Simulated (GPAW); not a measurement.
# NaH (Fm-3m): G0W0 with GPAW, start to end

How does a plane-wave GW calculation on NaH (Fm-3m) run from the first input to the gap?

Program: GPAW 26.7.0. Level of theory: LDA and many-body steps on it, plane waves. Results are calculated unless marked as measured.

### Step 1. The starting structure

It takes space group Fm-3m (No. 225, cubic). Conventional cell: a = 4.773 Å, b = 4.773 Å, c = 4.773 Å, α = 90.00°, β = 90.00°, γ = 90.00°. Na has 6 H at 2.39 Å nearest. Nearest to H lie 6 Na at 2.39 Å. Farther neighbours are not listed.

The cell and positions are those that the Materials Project relaxed with its own functionals (PBE, PBE+U or r2SCAN), kept fixed.

### Step 2. Ground state

This step: GPAW 26.7.0; DFT, LDA, plane waves, PAW.

The ground-state density comes first.

run.py reads:

```python
import json
import numpy as np
from gpaw.mpi import world
from ase import Atoms
from gpaw import GPAW, PW, FermiDirac

atoms = Atoms(['Na', 'H'],
    cell=[[0.0000000000, 2.3864216652, 2.3864216652],
      [2.3864216652, 0.0000000000, 2.3864216652],
      [2.3864216652, 2.3864216652, 0.0000000000]],
    scaled_positions=[[0.0000000000, 0.0000000000, 0.0000000000],
      [0.5000000000, 0.5000000000, 0.5000000000]],
    pbc=(True, True, True))
calc = GPAW(mode=PW(600),
    xc='LDA',
    kpts={'size': (8, 8, 8), 'gamma': True},
    occupations=FermiDirac(0.001),
    nbands=-7,
    convergence={'density': 1e-6, 'bands': -3},
    maxiter=100,
    txt='gs.txt')
atoms.calc = calc
res = {'energy': atoms.get_potential_energy()}
kpts = calc.get_ibz_k_points()
res['kpts'] = kpts
res['eigenvalues'] = [calc.get_eigenvalues(kpt=k) for k in range(len(kpts))]
res['n_electrons'] = calc.get_number_of_electrons()
calc.write('gs.gpw')

if world.rank == 0:
    with open('result.json', 'w') as f:
        json.dump(res, f, default=lambda x: x.tolist())
```

On the command line:

```console
> mpirun -n 4 gpaw python run.py
```

The log of the run:

```text
__  _  _
 | _ |_)|_||  |
 |__||  | ||/\| - 26.7.0

Input parameters:
  mode=PW(ecut=600.0),
  convergence={'density': 1e-06, 'bands': -3},
  kpts=MonkhorstPack(size=(8, 8, 8), gamma=True),
  maxiter=100,
  nbands=-7,
  occupations=Occupations(name='fermi-dirac', width=0.001, fixmagmom=False),
  xc=XC(name='LDA')
  [... matrices ...]
Diagonalizing LCAO Hamiltonian
Converting LCAO to pw mode

               H

       Na

Atoms  # Å, Bohr magnetons
|   | symbol |        x |        y |        z |    initial magnetic moments |
| 0 |     Na | 0.000000 | 0.000000 | 0.000000 | ( 0.0000,  0.0000,  0.0000) |
| 1 |      H | 2.386422 | 2.386422 | 2.386422 | ( 0.0000,  0.0000,  0.0000) |

Unit cell  # Å
| periodic |        x |        y |        z |  lengths |    angles |
|      yes | 0.000000 | 2.386422 | 2.386422 | 3.374910 | 60.000000 |
|      yes | 2.386422 | 0.000000 | 2.386422 | 3.374910 | 60.000000 |
|      yes | 2.386422 | 2.386422 | 0.000000 | 3.374910 | 60.000000 |

Number of symmetries: 48
Symmetry operations  # r_c * U_cc + t_c -> r_c
|    | kind |            matrix            |
|  0 |  σ   |  1, 0, 0,  1, 0,-1,  1,-1, 0 |
|  1 |  C2  |  1, 0, 0,  1,-1, 0,  1, 0,-1 |
|  2 |  E   |  1, 0, 0,  0, 1, 0,  0, 0, 1 |
|  3 |  σ   |  1, 0, 0,  0, 0, 1,  0, 1, 0 |
|  4 |  C4  |  1, 0,-1,  1, 0, 0,  1,-1, 0 |
|  5 |  S6  |  1, 0,-1,  1,-1, 0,  1, 0, 0 |
|  6 |  σ   |  1, 0,-1,  0, 1,-1,  0, 0,-1 |
|  7 |  C3  |  1, 0,-1,  0, 0,-1,  0, 1,-1 |
|  8 |  S6  |  1,-1, 0,  1, 0, 0,  1, 0,-1 |
|  9 |  C4  |  1,-1, 0,  1, 0,-1,  1, 0, 0 |
| 10 |  C3  |  1,-1, 0,  0,-1, 1,  0,-1, 0 |
| 11 |  σ   |  1,-1, 0,  0,-1, 0,  0,-1, 1 |
| 12 |  σ   |  0, 1, 0,  1, 0, 0,  0, 0, 1 |
| 13 |  C4  |  0, 1, 0,  0, 1,-1, -1, 1, 0 |
| 14 |  C3  |  0, 1, 0,  0, 0, 1,  1, 0, 0 |
| 15 |  S6  |  0, 1, 0, -1, 1, 0,  0, 1,-1 |
| 16 |  C2  |  0, 1,-1,  1, 0,-1,  0, 0,-1 |
| 17 |  σ   |  0, 1,-1,  0, 1, 0, -1, 1, 0 |
| 18 |  S4  |  0, 1,-1,  0, 0,-1,  1, 0,-1 |
| 19 |  C4  |  0, 1,-1, -1, 1, 0,  0, 1, 0 |
| 20 |  C3  |  0, 0, 1,  1, 0, 0,  0, 1, 0 |
| 21 |  σ   |  0, 0, 1,  0, 1, 0,  1, 0, 0 |
| 22 |  S6  |  0, 0, 1,  0,-1, 1, -1, 0, 1 |
| 23 |  C4  |  0, 0, 1, -1, 0, 1,  0,-1, 1 |
| 24 |  S4  |  0, 0,-1,  1, 0,-1,  0, 1,-1 |
| 25 |  C3  |  0, 0,-1,  0, 1,-1,  1, 0,-1 |
| 26 |  C2  |  0, 0,-1,  0,-1, 0, -1, 0, 0 |
| 27 |  S6  |  0, 0,-1, -1, 0, 0,  0,-1, 0 |
| 28 |  S4  |  0,-1, 1,  1,-1, 0,  0,-1, 0 |
| 29 |  C4  |  0,-1, 1,  0, 0, 1, -1, 0, 1 |
| 30 |  C2  |  0,-1, 1,  0,-1, 0,  1,-1, 0 |
| 31 |  σ   |  0,-1, 1, -1, 0, 1,  0, 0, 1 |
| 32 |  C3  |  0,-1, 0,  1,-1, 0,  0,-1, 1 |
| 33 |  S6  |  0,-1, 0,  0, 0,-1, -1, 0, 0 |
| 34 |  S4  |  0,-1, 0,  0,-1, 1,  1,-1, 0 |
| 35 |  C2  |  0,-1, 0, -1, 0, 0,  0, 0,-1 |
| 36 |  C2  | -1, 1, 0,  0, 1, 0,  0, 1,-1 |
| 37 |  S6  | -1, 1, 0,  0, 1,-1,  0, 1, 0 |
| 38 |  S4  | -1, 1, 0, -1, 0, 1, -1, 0, 0 |
| 39 |  C3  | -1, 1, 0, -1, 0, 0, -1, 0, 1 |
| 40 |  S6  | -1, 0, 1,  0, 0, 1,  0,-1, 1 |
| 41 |  C2  | -1, 0, 1,  0,-1, 1,  0, 0, 1 |
| 42 |  C3  | -1, 0, 1, -1, 1, 0, -1, 0, 0 |
| 43 |  S4  | -1, 0, 1, -1, 0, 0, -1, 1, 0 |
| 44 |  C2  | -1, 0, 0,  0, 0,-1,  0,-1, 0 |
| 45 |  i   | -1, 0, 0,  0,-1, 0,  0, 0,-1 |
| 46 |  σ   | -1, 0, 0, -1, 1, 0, -1, 0, 1 |
| 47 |  C2  | -1, 0, 0, -1, 0, 1, -1, 1, 0 |

BZ-sampling:
  Number of BZ points: 512
  Number of IBZ points: 29

  Monkhorst-Pack size: [8, 8, 8]
  Monkhorst-Pack shift: [0.0625, 0.0625, 0.0625]

K-points  # in reciprocal-cell coordinates
|     |                                coordinates |     weight |
|   0 | (  0.00000000,   0.00000000,   0.00000000) | 0.00195312 |
|   1 | (  0.12500000,   0.12500000,   0.00000000) | 0.01171875 |
|   2 | (  0.12500000,   0.12500000,   0.12500000) | 0.01562500 |
|   3 | (  0.25000000,   0.12500000,   0.12500000) | 0.02343750 |
|   4 | (  0.25000000,   0.25000000,   0.00000000) | 0.01171875 |
|   5 | (  0.25000000,   0.25000000,   0.12500000) | 0.04687500 |
|   6 | (  0.25000000,   0.25000000,   0.25000000) | 0.01562500 |
|   7 | (  0.37500000,   0.25000000,  -0.37500000) | 0.04687500 |
|   8 | (  0.37500000,   0.25000000,   0.12500000) | 0.04687500 |
|   9 | (  0.37500000,   0.25000000,   0.25000000) | 0.04687500 |
| ... |                                            |            |
|  28 | (  0.50000000,   0.50000000,   0.50000000) | 0.00781250 |

Plane wave coefficients: 934
Cutoff: 600.0 eV

Spin-components: 1 (collinear spins)
Bands:           11
Projectors:      8
Spin-degeneracy: 2
Datatype:        complex128

  Storage: CPU
  Wave functions: 4_557_872 bytes (1_139_468 per core)
  Projectors: 7_872_688 bytes (1_968_172 per core)
  [... matrices ...]
Parallelization:
  kpt:    4
  domain: 1
  band:   1

Density:
  Valence electrons: 8.0
  Components: 1
  Grid points: [20 20 20]
  Charge: 0.0  # |e|

Potential:
  Grid points: [20 20 20]

species:
  Na:
    name:    Sodium
    Z:       11.0
    valence: 7
    core:    4
    charge:  0.0  # [|e|]
    compensation charges:
      type: gauss
      rc: 0.37  # [Å]
      lmax: 2
    cutoffs:
      filter: 2.17  # [Å]
      core: 2.59  # [Å]
    projectors
    | kind |    occ | energy [eV] | rcut [Å] |
    |   3s |  1.000 |      -2.819 |    1.201 |
    |   2p |  6.000 |     -28.826 |    1.217 |
    |   3p |  0.000 |      -0.774 |    1.217 |
    |    s |        |      24.392 |    1.201 |
    |    d |        |       0.000 |    1.238 |

    Using partial waves for Na as LCAO basis

  H:
    name:    Hydrogen
    Z:       1.0
    valence: 1
    core:    0
    charge:  0.0  # [|e|]
    compensation charges:
      type: gauss
      rc: 0.15  # [Å]
      lmax: 2
    cutoffs:
      filter: 0.85  # [Å]
      core: 0.53  # [Å]
    projectors
    | kind |    occ | energy [eV] | rcut [Å] |
    |   1s |  1.000 |      -6.353 |    0.476 |
    |    s |        |      20.858 |    0.476 |
    |    p |        |       0.000 |    0.476 |

    Using partial waves for H as LCAO basis

Reference energy: -4410.837503  # eV

eigensolver:
  PPCG
  Converge bands: -3
  niter=2

density mixing:
  MSR1-Mixer
  Pratt-step length: 0.05
  Maximum mixing coefficient: 0.75
  Old densities: 10
  SVD Regularization: 0.005
  Good broyden scale: 1.0
  Trust region scale: 1.0
  Backstep threshold: 4.0
  History deletion threshold: 6.0
  Fourier metric: weight=20.0, sigma=0.015

occupation numbers:
  Fermi-Dirac:
    width: 0.0010  # eV

poisson solver:
  ecut: 4800.0  # eV

xc functional:
  name: None

Initialization done in: 1.155 s

convergence criteria:
- Maximum integral of absolute [dens]ity change: 1e-06 electrons / valence electron
- Maximum [total energy] change in last 3 cyles: 0.0005 eV / valence electron
- Maximum integral of absolute [eigenst]ate change: 4e-08 eV^2 / valence electron
maximum number of iterations: 100

SCF iterations
|iter     |     time |      energy | eigst |  dens |
|iter:   1|  |   -5.791920 | +2.29 |       |
|iter:   2|  |   -5.736903 | +0.63 | -1.01 |
|iter:   3|  |   -5.419778 | -1.53 | -1.04 |
|iter:   4|  |   -5.414947 | -3.17 | -1.76 |
|iter:   5|  |   -5.415082 | -4.05 | -2.27 |
|iter:   6|  |   -5.415080c| -5.65 | -3.34 |
|iter:   7|  |   -5.415080c| -6.31 | -4.31 |
|iter:   8|  |   -5.415080c| -7.41c| -4.83 |
|iter:   9|  |   -5.415080c| -8.04c| -6.30c|

Converged in 9 steps
SCF loop duration: 1.170 s (0.130 s/step)
Energy contributions relative to reference atoms: (reference = -4410.837503)
  [... matrices ...]
Energy contributions:
  Kinetic:           5.097242
  Coulomb:          -5.116050
  Zero:             -0.042474
  External:          0.000000
  Xc:               -5.353799
  Entropy:          -0.000000
  Spinorbit:         0.000000
  ----------------------------
  Free energy:      -5.415080
  Extrapolated:     -5.415080

dipole moment: (-4.497175, -4.497175, -4.497175)  # |e|*Ang

Fermi level: 0.148
Eigenvalues  # (at kpt = [0.000, 0.000, 0.000])
| band index |      eig [eV] | occ [0-2] |
|          0 |       -23.265 |     2.000 |
|          1 |       -23.265 |     2.000 |
|          2 |       -23.265 |     2.000 |
|          3 |        -5.029 |     2.000 |
|          4 |         9.583 |     0.000 |
|          5 |        14.335 |     0.000 |
|          6 |        14.335 |     0.000 |
|          7 |        14.335 |     0.000 |
|          8 |        15.470 |     0.000 |
|          9 |        15.470 |     0.000 |
|         10 |        15.470 |     0.000 |

Gap: 3.468 eV
Transition (v -> c):
  (s=0, k=16, n=3, [0.50, 0.25, -0.25]) -> (s=0, k=28, n=4, [0.50, 0.50, 0.50])
Direct/indirect transitions are different
Direct gap: 4.398 eV
Transition at: (s=0, k=28, n=3, [0.50, 0.50, 0.50])
# Writing to gs.gpw (mode='')
  [... matrices ...]
```

It took 4.3 s on 4 MPI ranks of Arm Neoverse V1, shared host; peak memory 0.58 GiB.

This step gave:

| Quantity | Value |
| --- | --- |
| total energy | -5.415 eV |
| gap | 3.468 eV |
| k of the valence top | 0.5, 0.25, -0.25 |
| k of the conduction bottom | 0.5, 0.5, 0.5 |
| least direct gap | 4.398 eV |

The gap is indirect, with the least direct gap 0.93 eV higher.

### Step 3. Bands along the symmetry lines

The cheap functional maps the bands first; the places of the edges decide which points the dearer methods must see.

run.py reads:

```python
import json
import numpy as np
from gpaw.mpi import world
from gpaw import GPAW

path = [[0.000000, 0.000000, 0.000000],
    [0.062500, 0.000000, 0.062500],
    [0.125000, 0.000000, 0.125000],
    [0.187500, 0.000000, 0.187500],
    [0.250000, 0.000000, 0.250000],
    [0.312500, 0.000000, 0.312500],
    [0.375000, 0.000000, 0.375000],
    [0.437500, 0.000000, 0.437500],
    [0.500000, 0.000000, 0.500000],
    [0.515625, 0.031250, 0.515625],
    [0.531250, 0.062500, 0.531250],
    [0.546875, 0.093750, 0.546875],
    [0.562500, 0.125000, 0.562500],
    [0.578125, 0.156250, 0.578125],
    [0.593750, 0.187500, 0.593750],
    [0.609375, 0.218750, 0.609375],
    [0.625000, 0.250000, 0.625000],
    [0.375000, 0.375000, 0.750000],
    [0.328125, 0.328125, 0.656250],
    [0.281250, 0.281250, 0.562500],
    [0.234375, 0.234375, 0.468750],
    [0.187500, 0.187500, 0.375000],
    [0.140625, 0.140625, 0.281250],
    [0.093750, 0.093750, 0.187500],
    [0.046875, 0.046875, 0.093750],
    [0.000000, 0.000000, 0.000000],
    [0.062500, 0.062500, 0.062500],
    [0.125000, 0.125000, 0.125000],
    [0.187500, 0.187500, 0.187500],
    [0.250000, 0.250000, 0.250000],
    [0.312500, 0.312500, 0.312500],
    [0.375000, 0.375000, 0.375000],
    [0.437500, 0.437500, 0.437500],
    [0.500000, 0.500000, 0.500000],
    [0.500000, 0.468750, 0.531250],
    [0.500000, 0.437500, 0.562500],
    [0.500000, 0.406250, 0.593750],
    [0.500000, 0.375000, 0.625000],
    [0.500000, 0.343750, 0.656250],
    [0.500000, 0.312500, 0.687500],
    [0.500000, 0.281250, 0.718750],
    [0.500000, 0.250000, 0.750000],
    [0.500000, 0.218750, 0.718750],
    [0.500000, 0.187500, 0.687500],
    [0.500000, 0.156250, 0.656250],
    [0.500000, 0.125000, 0.625000],
    [0.500000, 0.093750, 0.593750],
    [0.500000, 0.062500, 0.562500],
    [0.500000, 0.031250, 0.531250],
    [0.500000, 0.000000, 0.500000]]
calc = GPAW('gs.gpw').fixed_density(kpts=path,
    symmetry='off',
    nbands=14,
    convergence={'bands': 10},
    txt='bands.txt')
res = {}
kpts = calc.get_ibz_k_points()
res['kpts'] = kpts
res['eigenvalues'] = [calc.get_eigenvalues(kpt=k) for k in range(len(kpts))]
res['n_electrons'] = calc.get_number_of_electrons()

if world.rank == 0:
    with open('result.json', 'w') as f:
        json.dump(res, f, default=lambda x: x.tolist())
```

On the command line:

```console
> mpirun -n 4 gpaw python run.py
```

The log of the run:

```text
Diagonalizing LCAO Hamiltonian
Converting LCAO to pw mode
convergence criteria:
- Maximum integral of absolute [eigenst]ate change: 4e-08 eV^2 / valence electron
maximum number of iterations: 100

SCF iterations
|iter     |     time |      energy | eigst |  dens |
|iter:   1|  |             | +2.72 |       |
|iter:   2|  |             | +0.84 |       |
|iter:   3|  |             | -1.72 |       |
|iter:   4|  |             | -3.80 |       |
|iter:   5|  |             | -5.71 |       |
|iter:   6|  |             | -7.14 |       |
|iter:   7|  |             | -8.01c|       |
SCF steps: 7
  __  _  _
 | _ |_)|_||  |
 |__||  | ||/\| - 26.7.0

Input parameters:
  mode=PW(ecut=600.0),
  convergence={'bands': 10},
  gpts=array([20, 20, 20]),
  kpts=KPoints(kpts=array([[0.      , 0.      , 0.      ],
         [0.0625  , 0.      , 0.0625  ],
         [0.125   , 0.      , 0.125   ],
         [0.1875  , 0.      , 0.1875  ],
[...]
[0.515625, 0.03125 , 0.515625],
[...]
[0.546875, 0.09375 , 0.546875],
[...]
[0.578125, 0.15625 , 0.578125],
[...]
[0.609375, 0.21875 , 0.609375],
[...]
[0.328125, 0.328125, 0.65625 ],
[...]
[0.234375, 0.234375, 0.46875 ],
[...]
[0.140625, 0.140625, 0.28125 ],
[...]
[0.046875, 0.046875, 0.09375 ],
[...]
[0.5     , 0.0625  , 0.5625  ],
         [0.5     , 0.03125 , 0.53125 ],
         [0.5     , 0.      , 0.5     ]])),
  maxiter=100,
  nbands=14,
  occupations=Occupations(name='fermi-dirac', width=0.001, fixmagmom=False),
  parallel={},
  symmetry=Symmetry(point_group=False, time_reversal=False),
  xc=XC(name='LDA')
  [... matrices ...]
timing:  # [seconds]
  Total: 0.030  # ━━━━━━━━━━━━━━━━━━━━━━━━━━━━━━━━━━━━━━━━━━━━━━━━━━━━━━━━━━━
```

The job ended after 4.5 s (4 MPI ranks; peak memory 0.61 GiB).

Numbers from this step:

| Item | Value |
| --- | --- |
| gap | 3.468 eV |
| k of the valence top | 0.5, 0.25, 0.75 |
| k of the conduction bottom | 0.5, 0.5, 0.5 |
| least direct gap | 4.398 eV |

The gap is 3.468 eV, as in the run before at this level.

The electronic bands at the labelled points (eV, zero at the top of the highest filled band; v1 is the highest filled band, c1 the lowest empty one):

| point | v4 | v3 | v2 | v1 | c1 | c2 | c3 | c4 |
| --- | --- | --- | --- | --- | --- | --- | --- | --- |
| Γ | -22.13 | -22.13 | -22.13 | -3.89 | 10.72 | 15.47 | 15.47 | 15.47 |
| halfway | -22.18 | -22.15 | -22.15 | -2.48 | 7.51 | 11.43 | 11.87 | 11.87 |
| X | -22.23 | -22.17 | -22.17 | -0.20 | 4.37 | 9.81 | 10.57 | 10.57 |
| halfway | -22.22 | -22.17 | -22.17 | -0.15 | 4.54 | 7.92 | 10.72 | 11.12 |
| U | -22.21 | -22.19 | -22.16 | -0.13 | 5.07 | 6.12 | 11.17 | 11.74 |
| jump to K | -22.21 | -22.19 | -22.16 | -0.13 | 5.07 | 6.12 | 11.17 | 11.74 |
| halfway | -22.19 | -22.16 | -22.14 | -2.31 | 6.95 | 8.86 | 14.08 | 14.25 |
| Γ | -22.13 | -22.13 | -22.13 | -3.89 | 10.72 | 15.47 | 15.47 | 15.47 |
| halfway | -22.19 | -22.14 | -22.14 | -2.81 | 7.18 | 11.55 | 13.94 | 13.94 |
| L | -22.24 | -22.14 | -22.14 | -0.93 | 3.47 | 10.84 | 13.30 | 13.30 |
| halfway | -22.22 | -22.17 | -22.15 | -0.53 | 4.27 | 7.67 | 10.91 | 15.00 |
| W | -22.20 | -22.20 | -22.17 | 0.00 | 5.78 | 5.78 | 8.22 | 16.57 |
| halfway | -22.22 | -22.18 | -22.17 | -0.10 | 4.72 | 7.58 | 9.00 | 13.60 |
| X | -22.23 | -22.17 | -22.17 | -0.20 | 4.37 | 9.81 | 10.57 | 10.57 |

The electronic bands as a text plot (rows in eV, shown from -8.0 to 9.5 only):

```
    9.1 |             +         +  ++                   +    ++++
    8.4 |    +                   ++        +         +   ++++ +
    7.6 |     ++       ++     ++                      +      +
    6.9 |                       +           +          +    +
    6.2 |       ++       ++ ++++             ++         ++ +
    5.5 |         +        +++                          +++++
    4.7 |          ++ +++++                    +       +     ++++
    4.0 |            +                          +   +++
    3.3 |                                        +++
    2.6 |
    1.8 |
    1.1 |
    0.4 |
   -0.4 |          *********                         ************
   -1.1 |         *         **                  *****
   -1.8 |       **            **               *
   -2.5 |     **                *           ***
   -3.3 |  ***                   ****    ***
   -4.0 |**                          ****
   -4.7 |
   -5.5 |
   -6.2 |
   -6.9 |
   -7.6 |
         Γ           X  U|K            Γ         L        W     X
```

### Step 4. Empty states on the mesh, 6×6×6 mesh, 96 bands

The sums over transitions need many empty states on a uniform mesh; this step solves for them.

run.py reads:

```python
import json
import numpy as np
from gpaw.mpi import world
from gpaw import GPAW

calc = GPAW('gs.gpw').fixed_density(kpts={'size': (6, 6, 6), 'gamma': True},
    parallel={'domain': 1, 'band': 1},
    txt='nscf.txt')
calc.diagonalize_full_hamiltonian(nbands=96)
calc.write('full.gpw', mode='all')
res = {}
kpts = calc.get_ibz_k_points()
res['kpts'] = kpts
res['eigenvalues'] = [calc.get_eigenvalues(kpt=k) for k in range(len(kpts))]
res['n_electrons'] = calc.get_number_of_electrons()

if world.rank == 0:
    with open('result.json', 'w') as f:
        json.dump(res, f, default=lambda x: x.tolist())
```

On the command line:

```console
> mpirun -n 4 gpaw python run.py
```

The log of the run:

```text
Diagonalizing LCAO Hamiltonian
Converting LCAO to pw mode
convergence criteria:
- Maximum integral of absolute [eigenst]ate change: 4e-08 eV^2 / valence electron
maximum number of iterations: 100

SCF iterations
|iter     |     time |      energy | eigst |  dens |
|iter:   1|  |             | +2.38 |       |
|iter:   2|  |             | +0.44 |       |
|iter:   3|  |             | -1.96 |       |
|iter:   4|  |             | -3.19 |       |
|iter:   5|  |             | -3.87 |       |
|iter:   6|  |             | -5.87 |       |
|iter:   7|  |             | -6.97 |       |
|iter:   8|  |             | -8.59c|       |
SCF steps: 8
  __  _  _
 | _ |_)|_||  |
 |__||  | ||/\| - 26.7.0

Input parameters:
  mode=PW(ecut=600.0),
  convergence={'density': 1e-06, 'bands': -3},
  gpts=array([20, 20, 20]),
  kpts=MonkhorstPack(size=(6, 6, 6), gamma=True),
  maxiter=100,
  nbands=11,
  occupations=Occupations(name='fermi-dirac', width=0.001, fixmagmom=False),
  parallel={'domain': 1, 'band': 1},
  xc=XC(name='LDA')
Matrix size: 917x917
# Writing to full.gpw (mode='all')
  [... matrices ...]

timing:  # [seconds]
  Total: 3.559  # ━━━━━━━━━━━━━━━━━━━━━━━━━━━━━━━━━━━━━━━━━━━━━━━━━━━━━━━━━━━
```

It took 7.3 s on 4 MPI ranks; peak memory 0.91 GiB.

This step gave:

- gap: 3.521 eV
- k of the valence top: 0.5, 0.3333, -0.1667
- k of the conduction bottom: 0.5, 0.5, 0.5
- least direct gap: 4.398 eV
- k points computed: 16
- lowest point of the top converged band, above the valence top: 123.8901 eV

On this mesh the gap is 3.521 eV. The earlier step found 3.468 eV, so this mesh misses an edge.

(Part 1 of 2 ends here.)

[Paths, hosts, dates, memory and timing lines, banners, echoed tables and standing remarks are left out of the program output.]

[Logs are printed without paths, hosts, clocks, repeated set-up lines and the standing remarks that a program may print on its own settings, such as how far it seeks lower states.]

[Runs of the session that timed out or met a known fault of the program may be left out.]

[Hosts, paths, dates, database ids (printed as entryN), source tags and the programs' standing remarks are cut or masked in the printed files.]
